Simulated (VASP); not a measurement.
# Ni (Fm-3m) in VASP: settings compared

Aim: see how the results for Ni move with the level of theory and the settings. Levels: PBE, r2SCAN, LDA. Tasks: band structure.

Everything below comes from runs of VASP 6.6.1. Logs are shortened: lines on timing, memory, paths and dates and some standing lists are left out, and cuts for length are marked.

### 1 The crystal as given

It takes space group Fm-3m (No. 225, cubic). The conventional cell has a = 3.516 Å, b = 3.516 Å, c = 3.516 Å, α = 90.00°, β = 90.00°, γ = 90.00°. Ni (site symmetry m-3m) has 12 Ni at 2.49 Å as nearest neighbours.

The cell was built by a generator and needn't be a form met in nature.

### 2 Band structure, PBE, collinear spin, ferromagnetic start

The input, INCAR:

```
ALGO     = Normal         # electronic algorithm
AMIX     = 0.2          
AMIX_MAG = 0.8          
BMIX     = 1E-4         
BMIX_MAG = 1E-4         
EDIFF    = 1E-7           # SCF threshold, eV
ENCUT    = 520            # plane-wave cutoff, eV
GGA      = PE             # functional
ICORELEVEL= 1            
ISIF     = 2              # what is computed and relaxed
ISMEAR   = 1              # smearing method
ISPIN    = 2              # spin polarisation
LASPH    = True           # aspherical terms in the spheres
LCHARG   = False          # write CHGCAR
LMAXMIX  = 4              # l up to which the mixer works
LORBIT   = 11             # projections on sites
LREAL    = False          # projectors in reciprocal space
LWAVE    = False          # write WAVECAR
MAGMOM   = 2              # initial moments
NBANDS   = 15             # bands
NELM     = 150            # most SCF steps
PREC     = Accurate       # precision mode
SIGMA    = 0.1            # smearing width, eV
```

The input, KPOINTS:

```
k-points
0
Gamma
  18 18 18
```

The input, POSCAR:

```
Ni                                      
1.0
    0.0000000000      1.7582122178      1.7582122178
    1.7582122178      0.0000000000      1.7582122178
    1.7582122178      1.7582122178      0.0000000000
  Ni            
     1
Direct
     0.0000000000000000    0.0000000000000000    0.0000000000000000
```

The input, KPOINTS_OPT:

```
explicit points
106
Reciprocal
 0.0000000000  0.0000000000  0.0000000000 1
 0.0555555556  0.0000000000  0.0555555556 1
 0.1111111111  0.0000000000  0.1111111111 1
 0.1666666667  0.0000000000  0.1666666667 1
 0.2222222222  0.0000000000  0.2222222222 1
 0.2777777778  0.0000000000  0.2777777778 1
 0.3333333333  0.0000000000  0.3333333333 1
 0.3888888889  0.0000000000  0.3888888889 1
 0.4444444444  0.0000000000  0.4444444444 1
 0.5000000000  0.0000000000  0.5000000000 1
 0.5000000000  0.0000000000  0.5000000000 1
 0.5000000000  0.0277777778  0.5277777778 1
 0.5000000000  0.0555555556  0.5555555556 1
 0.5000000000  0.0833333333  0.5833333333 1
 0.5000000000  0.1111111111  0.6111111111 1
 0.5000000000  0.1388888889  0.6388888889 1
 0.5000000000  0.1666666667  0.6666666667 1
 0.5000000000  0.1944444444  0.6944444444 1
 0.5000000000  0.2222222222  0.7222222222 1
 0.5000000000  0.2500000000  0.7500000000 1
 0.5000000000  0.2500000000  0.7500000000 1
 0.4861111111  0.2638888889  0.7500000000 1
 0.4722222222  0.2777777778  0.7500000000 1
 0.4583333333  0.2916666667  0.7500000000 1
 0.4444444444  0.3055555556  0.7500000000 1
 0.4305555556  0.3194444444  0.7500000000 1
 0.4166666667  0.3333333333  0.7500000000 1
 0.4027777778  0.3472222222  0.7500000000 1
 0.3888888889  0.3611111111  0.7500000000 1
 0.3750000000  0.3750000000  0.7500000000 1
 0.3750000000  0.3750000000  0.7500000000 1
 0.3333333333  0.3333333333  0.6666666667 1
 0.2916666667  0.2916666667  0.5833333333 1
 0.2500000000  0.2500000000  0.5000000000 1
 0.2083333333  0.2083333333  0.4166666667 1
 0.1666666667  0.1666666667  0.3333333333 1
 0.1250000000  0.1250000000  0.2500000000 1
 0.0833333333  0.0833333333  0.1666666667 1
 0.0416666667  0.0416666667  0.0833333333 1
 0.0000000000  0.0000000000  0.0000000000 1
 0.0000000000  0.0000000000  0.0000000000 1
 0.0555555556  0.0555555556  0.0555555556 1
 0.1111111111  0.1111111111  0.1111111111 1
 0.1666666667  0.1666666667  0.1666666667 1
 0.2222222222  0.2222222222  0.2222222222 1
 0.2777777778  0.2777777778  0.2777777778 1
 0.3333333333  0.3333333333  0.3333333333 1
 0.3888888889  0.3888888889  0.3888888889 1
 0.4444444444  0.4444444444  0.4444444444 1
 0.5000000000  0.5000000000  0.5000000000 1
 0.5000000000  0.5000000000  0.5000000000 1
 0.5138888889  0.4722222222  0.5138888889 1
 0.5277777778  0.4444444444  0.5277777778 1
 0.5416666667  0.4166666667  0.5416666667 1
 0.5555555556  0.3888888889  0.5555555556 1
 0.5694444444  0.3611111111  0.5694444444 1
 0.5833333333  0.3333333333  0.5833333333 1
 0.5972222222  0.3055555556  0.5972222222 1
 0.6111111111  0.2777777778  0.6111111111 1
 0.6250000000  0.2500000000  0.6250000000 1
 0.6250000000  0.2500000000  0.6250000000 1
 0.6111111111  0.2500000000  0.6388888889 1
 0.5972222222  0.2500000000  0.6527777778 1
 0.5833333333  0.2500000000  0.6666666667 1
 0.5694444444  0.2500000000  0.6805555556 1
 0.5555555556  0.2500000000  0.6944444444 1
 0.5416666667  0.2500000000  0.7083333333 1
 0.5277777778  0.2500000000  0.7222222222 1
 0.5138888889  0.2500000000  0.7361111111 1
 0.5000000000  0.2500000000  0.7500000000 1
 0.5000000000  0.2500000000  0.7500000000 1
 0.5000000000  0.2777777778  0.7222222222 1
 0.5000000000  0.3055555556  0.6944444444 1
 0.5000000000  0.3333333333  0.6666666667 1
 0.5000000000  0.3611111111  0.6388888889 1
 0.5000000000  0.3888888889  0.6111111111 1
 0.5000000000  0.4166666667  0.5833333333 1
 0.5000000000  0.4444444444  0.5555555556 1
 0.5000000000  0.4722222222  0.5277777778 1
 0.5000000000  0.5000000000  0.5000000000 1
 0.5000000000  0.5000000000  0.5000000000 1
 0.4861111111  0.4861111111  0.5277777778 1
 0.4722222222  0.4722222222  0.5555555556 1
 0.4583333333  0.4583333333  0.5833333333 1
 0.4444444444  0.4444444444  0.6111111111 1
 0.4305555556  0.4305555556  0.6388888889 1
 0.4166666667  0.4166666667  0.6666666667 1
 0.4027777778  0.4027777778  0.6944444444 1
 0.3888888889  0.3888888889  0.7222222222 1
 0.3750000000  0.3750000000  0.7500000000 1
 0.6250000000  0.2500000000  0.6250000000 1
 0.6111111111  0.2222222222  0.6111111111 1
 0.5972222222  0.1944444444  0.5972222222 1
 0.5833333333  0.1666666667  0.5833333333 1
 0.5694444444  0.1388888889  0.5694444444 1
 0.5555555556  0.1111111111  0.5555555556 1
 0.5416666667  0.0833333333  0.5416666667 1
 0.5277777778  0.0555555556  0.5277777778 1
 0.5138888889  0.0277777778  0.5138888889 1
 0.5000000000  0.0000000000  0.5000000000 1
 0.0000000000  0.0000000000  0.0000000000 1
 0.3750000000  0.3750000000  0.7500000000 1
 0.5000000000  0.5000000000  0.5000000000 1
 0.6250000000  0.2500000000  0.6250000000 1
 0.5000000000  0.2500000000  0.7500000000 1
 0.5000000000  0.0000000000  0.5000000000 1
```

Potentials or basis: VASP PAW PBE potentials, release 64 (Ni).

Command:

```bash
> cat potpaw_PBE.64/Ni/POTCAR > POTCAR
> mpirun -np 1 vasp_std > vasp.out
```

OUTCAR:

```text
AMIX = 0.2
   AMIX_MAG = 0.8
   EDIFF = 1E-7
   ENCUT = 520
   GGA = PE
   ISIF = 2
   ISMEAR = 1
   ISPIN = 2
   LASPH = True
   LORBIT = 11
   LREAL = False
   NELM = 150
   PREC = Accurate

 ion  position               nearest neighbor table
   1  0.000  0.000  0.000-

  LATTYP: Found a face centered cubic cell.
 ALAT       =     3.5164244356

  Lattice vectors:

 A1 = (   0.0000000000,   1.7582122178,   1.7582122178)
 A2 = (   1.7582122178,   0.0000000000,   1.7582122178)
 A3 = (   1.7582122178,   1.7582122178,   0.0000000000)

Analysis of symmetry for initial positions (statically):
=====================================================================
 Subroutine PRICEL returns:
 Original cell was already a primitive cell.

 Routine SETGRP: Setting up the symmetry group for a
 face centered cubic supercell.

 Subroutine GETGRP returns: Found 48 space group operations
 (whereof 48 operations were pure point group operations)
 out of a pool of 48 trial point group operations.

The static configuration has the point symmetry O_h .

Analysis of symmetry for dynamics (positions and initial velocities):
=====================================================================
 Subroutine PRICEL returns:
 Original cell was already a primitive cell.

 Routine SETGRP: Setting up the symmetry group for a
 face centered cubic supercell.

 Subroutine GETGRP returns: Found 48 space group operations
 (whereof 48 operations were pure point group operations)
 out of a pool of 48 trial point group operations.

The dynamic configuration has the point symmetry O_h .

Analysis of structural, dynamic, and magnetic symmetry:
=====================================================================
 Subroutine PRICEL returns:
 Original cell was already a primitive cell.

 Routine SETGRP: Setting up the symmetry group for a
 face centered cubic supercell.

 Subroutine GETGRP returns: Found 48 space group operations
 (whereof 48 operations were pure point group operations)
 out of a pool of 48 trial point group operations.

The overall configuration has the point symmetry O_h .

 Subroutine INISYM returns: Found 48 space group operations
 (whereof 48 operations are pure point group operations),
 and found     1 'primitive' translations

----------------------------------------------------------------------------------------

                                     Primitive cell

  volume of cell :      10.8704

  direct lattice vectors                    reciprocal lattice vectors
     0.000000000  1.758212218  1.758212218    -0.284379778  0.284379778  0.284379778
     1.758212218  0.000000000  1.758212218     0.284379778 -0.284379778  0.284379778
     1.758212218  1.758212218  0.000000000     0.284379778  0.284379778 -0.284379778

  length of vectors
     2.486487564  2.486487564  2.486487564     0.492560224  0.492560224  0.492560224

  position of ions in fractional coordinates (direct lattice)
     0.000000000  0.000000000  0.000000000

  ion indices of the primitive-cell ions
   primitive index   ion index
                 1           1

----------------------------------------------------------------------------------------

 KPOINTS: k-points
[... 87 lines left out ...]
     AMIX     =   0.20;   BMIX     =  0.00
     AMIX_MAG =   0.80;   BMIX_MAG =  0.00
  volume/ion in A,a.u.               =      10.87        73.36
  Fermi-wavevector in a.u.,A,eV,Ry     =   1.592185  3.008793 34.491493  2.535053
  Thomas-Fermi vector in A             =   2.690609
   LORBIT       =     11    0 simple, 1 ext, 2 COOP (PROOUT), +10 PAW based schemes
   GGA     = PE    functional components
   LHFCALC =     F    Hartree Fock is set to
   AEXX    =    0.0000 exact exchange contribution
   IVDW    =     0    specifies the selected vdW correction
   LEPSILON=     F    determine dielectric tensor
   LRPA    =     F    only Hartree local field effects (RPA)
 spin polarized calculation
 Methfessel and Paxton  Order N= 1 SIGMA  =   0.10
  energy-cutoff  :      520.00
  volume of cell :       10.87
 maximum number of plane-waves:       303
   NGX =  9   NGY =  9   NGZ =  9

 number of electron      10.0000013 magnetization       0.6164848

 Free energy of the ion-electron system (eV)
  ---------------------------------------------------
  ext. energy  EPLUGINS =         0.00000000
  ---------------------------------------------------
  free energy    TOTEN  =        -5.47183764 eV

  energy without entropy =       -5.47223078  energy(sigma->0) =       -5.47196869

 the core state eigenenergies are
   1-  1s  -8195.0200  2s   -965.0213  2p   -827.8938  3s    -93.8795  3p    -54.2615

 E-fermi :   9.3916     XC(G=0): -13.2607

 val. band max:        9.3855634977   @ k =  -0.3889   0.2778   0.0000
 cond. band min:       9.3936304688   @ k =   0.5000   0.4444   0.0000
 fundamental gap:      0.0080669711
 Fermi energy:         9.3916308904

 spin component 1

 k-point     1 :       0.0000    0.0000    0.0000
  band No.  band energies     occupation
      1       0.3729      1.00000
      2       6.9519      1.00000
      3       6.9519      1.00000
      4       6.9519      1.00000
      5       8.1407      1.00000
      6       8.1407      1.00000
      7      33.1188      0.00000
      8      36.9897      0.00000
      9      36.9897      0.00000
     10      36.9897      0.00000
     11      39.9280      0.00000
     12      39.9280      0.00000
     13      39.9280      0.00000
     14      42.8906      0.00000
[... 257 lines left out ...]
      2       6.7281      1.00000
      3       7.1044      1.00000
      4       7.1784      1.00000
      5       8.3865      1.00000
      6       8.5107      1.00000
      7      20.8022      0.00000
      8      32.0292      0.00000
      9      32.6334      0.00000
     10      35.6302      0.00000
     11      38.1496      0.00000
     12      40.6311      0.00000
     13      42.6884      0.00000
     14      47.3521      0.00000
     15      51.0156      0.00000

 Fermi energy:         9.3916308904

 spin component 2

 k-point     1 :       0.0000    0.0000    0.0000
  band No.  band energies     occupation
      1       0.3371      1.00000
      2       7.7028      1.00000
      3       7.7028      1.00000
      4       7.7028      1.00000
      5       8.7052      1.00000
      6       8.7052      1.00000
      7      32.9576      0.00000
      8      36.9668      0.00000
      9      36.9668      0.00000
     10      36.9668      0.00000
     11      40.0285      0.00000
     12      40.0285      0.00000
     13      40.0285      0.00000
     14      42.7713      0.00000
[... 401 lines left out ...]
      2       7.2426      1.00000
      3       7.8654      1.00000
      4       7.9247      1.00000
      5       8.6634      1.00000
      6       8.9908      1.00000
      7      24.4935      0.00000
      8      31.4356      0.00000
      9      34.8288      0.00000
     10      36.9483      0.00000
     11      39.2980      0.00000
     12      39.5597      0.00000
     13      43.9434      0.00000
     14      45.0412      0.00000
     15      48.0740      0.00000

 [... further k-points ...]
[... 5 lines left out ...]
  --------------------------------------------------------------------------------------
  -------------------------------------------------------------------------------------
  Total        0.0075999      0.0075999      0.0075999     -0.0000000     -0.0000000     -0.0000000
  in kB        1.1201489      1.1201489      1.1201489     -0.0000000     -0.0000000     -0.0000000
  external PRESSURE =       1.1201489 kB  Pullay stress =       0.0000000 kB

 VOLUME and BASIS-vectors are now :
 -----------------------------------------------------------------------------
  energy-cutoff  :      520.00
  volume of cell :       10.87
      direct lattice vectors                 reciprocal lattice vectors
     0.000000000  1.758212218  1.758212218    -0.284379778  0.284379778  0.284379778
     1.758212218  0.000000000  1.758212218     0.284379778 -0.284379778  0.284379778
     1.758212218  1.758212218  0.000000000     0.284379778  0.284379778 -0.284379778

 POSITION                                       TOTAL-FORCE (eV/Angst)
 -----------------------------------------------------------------------------------
      0.00000      0.00000      0.00000         0.000000      0.000000      0.000000
 -----------------------------------------------------------------------------------
    total drift:                                0.000000     -0.000000     -0.000000

  FREE ENERGIE OF THE ION-ELECTRON SYSTEM (eV)
  ---------------------------------------------------
  free  energy   TOTEN  =        -5.4718376417 eV

  energy  without entropy=       -5.4722307755  energy(sigma->0) =       -5.47196869

 total charge

# of ion       s       p       d       tot
------------------------------------------
    1        0.498   0.499   8.315   9.311

 magnetization (x)

# of ion       s       p       d       tot
------------------------------------------
    1       -0.007  -0.025   0.660   0.628
```

Run time: 51 s. Hardware: 1 thread of Intel Xeon Platinum 8488C (Sapphire Rapids), shared host; peak memory 0.19 GiB.

Results:

- Free energy: -5.4718 eV
- Pressure: 0.1 GPa
- Band gap along the path: none (metal or under the smearing width)
- Net moment: 0.62 μB per cell
- Site moments: Ni +0.63 μB
- Valence electrons inside the program's atomic spheres: Ni 9.31

Core levels (eV, on the scale of the bands):
| atom | levels |
| --- | --- |
| 1 Ni | 1s -8195.0, 2s -965.0, 2p -827.9, 3s -93.9, 3p -54.3 |

### 3 Band structure, r2SCAN, collinear spin, ferromagnetic start

INCAR, as its differences from that of step 2:

```diff
@@ -7,4 +7,2 @@
 ENCUT    = 520            # plane-wave cutoff, eV
-GGA      = PE             # functional
-ICORELEVEL= 1            
 ISIF     = 2              # what is computed and relaxed
@@ -15,2 +13,3 @@
 LMAXMIX  = 4              # l up to which the mixer works
+LMIXTAU  = True         
 LORBIT   = 11             # projections on sites
@@ -19,2 +18,3 @@
 MAGMOM   = 2              # initial moments
+METAGGA  = R2SCAN         # meta-GGA
 NBANDS   = 15             # bands
```

KPOINTS is that of step 2.

POSCAR is that of step 2.

KPOINTS_OPT is that of step 2.

Potentials or basis: VASP PAW PBE potentials, release 64 (Ni).

Command:

```bash
> cat potpaw_PBE.64/Ni/POTCAR > POTCAR
> mpirun -np 1 vasp_std > vasp.out
```

OUTCAR:

```text
AMIX = 0.2
   AMIX_MAG = 0.8
   EDIFF = 1E-7
   ENCUT = 520
   ISIF = 2
   ISMEAR = 1
   ISPIN = 2
   LASPH = True
   LORBIT = 11
   LREAL = False
   METAGGA = R2SCAN
   NELM = 150
   PREC = Accurate

 ion  position               nearest neighbor table
   1  0.000  0.000  0.000-

  LATTYP: Found a face centered cubic cell.
 ALAT       =     3.5164244356

  Lattice vectors:

 A1 = (   0.0000000000,   1.7582122178,   1.7582122178)
 A2 = (   1.7582122178,   0.0000000000,   1.7582122178)
 A3 = (   1.7582122178,   1.7582122178,   0.0000000000)
[... 1072 lines left out ...]
  -------------------------------------------------------------------------------------
  Total       -0.4175681     -0.4175681     -0.4175681      0.0000000      0.0000000      0.0000000
  in kB      -61.5451763    -61.5451763    -61.5451763      0.0000000      0.0000000      0.0000000
  external PRESSURE =     -61.5451763 kB  Pullay stress =       0.0000000 kB

 VOLUME and BASIS-vectors are now :
 -----------------------------------------------------------------------------
  energy-cutoff  :      520.00
  volume of cell :       10.87
      direct lattice vectors                 reciprocal lattice vectors
     0.000000000  1.758212218  1.758212218    -0.284379778  0.284379778  0.284379778
     1.758212218  0.000000000  1.758212218     0.284379778 -0.284379778  0.284379778
     1.758212218  1.758212218  0.000000000     0.284379778  0.284379778 -0.284379778

 POSITION                                       TOTAL-FORCE (eV/Angst)
 -----------------------------------------------------------------------------------
      0.00000      0.00000      0.00000         0.000000     -0.000000     -0.000000
 -----------------------------------------------------------------------------------
    total drift:                                0.000000     -0.000000      0.000000

  FREE ENERGIE OF THE ION-ELECTRON SYSTEM (eV)
  ---------------------------------------------------
  free  energy   TOTEN  =       -11.9372247404 eV

  energy  without entropy=      -11.9375606336  energy(sigma->0) =      -11.93733670

 total charge

# of ion       s       p       d       tot
------------------------------------------
    1        0.516   0.521   8.309   9.346

 magnetization (x)

# of ion       s       p       d       tot
------------------------------------------
    1       -0.010  -0.044   0.832   0.779
```

OSZICAR:

```text
N       E                     dE             d eps       ncg     rms          rms(c)
DAV:   1     0.268708180331E+02    0.26871E+02   -0.46287E+03 12390   0.948E+02
DAV:   2    -0.124729950693E+02   -0.39344E+02   -0.36233E+02 13079   0.167E+02
DAV:   3    -0.140192601290E+02   -0.15463E+01   -0.15386E+01 14451   0.333E+01
[... 16 lines left out ...]
   1 F= -.11937225E+02 E0= -.11937337E+02  d E =0.335893E-03  mag=     0.7549
       N       E                     dE             ncg
DAV:   1     0.129427316737E+05   -0.39365E+05     6703
DAV:   2     0.854375380168E+04   -0.43990E+04     7046
DAV:   3     0.837493474482E+04   -0.16882E+03     8026
DAV:   4     0.837413290027E+04   -0.80184E+00     7937
DAV:   5     0.837412758200E+04   -0.53183E-02     8294
DAV:   6     0.837412752617E+04   -0.55830E-04     8023
DAV:   7     0.837412752575E+04   -0.41331E-06     6992
DAV:   8     0.837412752573E+04   -0.22801E-07     6406
```

stdout:

```text
POSCAR found type information on POSCAR Ni
 POSCAR found :  1 types and       1 ions
 scaLAPACK will be used
 -----------------------------------------------------------------------------
|                                                                             |
|                                                                             |
|     You enforced a specific xc type in the INCAR file but a different       |
|     I HOPE YOU KNOW WHAT YOU ARE DOING!                                     |
|                                                                             |
 -----------------------------------------------------------------------------

 LDA part: xc-table for (None), standard interpolation
 POSCAR, INCAR and KPOINTS ok, starting setup
 FFT: planning ... GRIDC
 FFT: planning ... GRID_SOFT
 FFT: planning ... GRID
 WAVECAR not read
 entering main loop
 Start KPOINTS_OPT (optional k-point list driver)
k-point batch [1-106\106]
```

Run time: 3.7 min. Hardware: 1 thread of Intel Xeon Platinum 8488C (Sapphire Rapids), shared host; peak memory 0.2 GiB.

What came out:

```yaml
Free_energy: -11.9372 eV
Pressure: -6.2 GPa
Band_gap_along_the_path: none (metal or under the smearing width)
Net_moment: 0.75 μB per cell
Site_moments: Ni +0.78 μB
Valence_electrons_inside_the_program's_atomic_spheres: Ni 9.35
```

Caveat: the PAW data sets were made with another functional, which shifts forces and pressure a little.

(Part 1 of 2 ends here.)
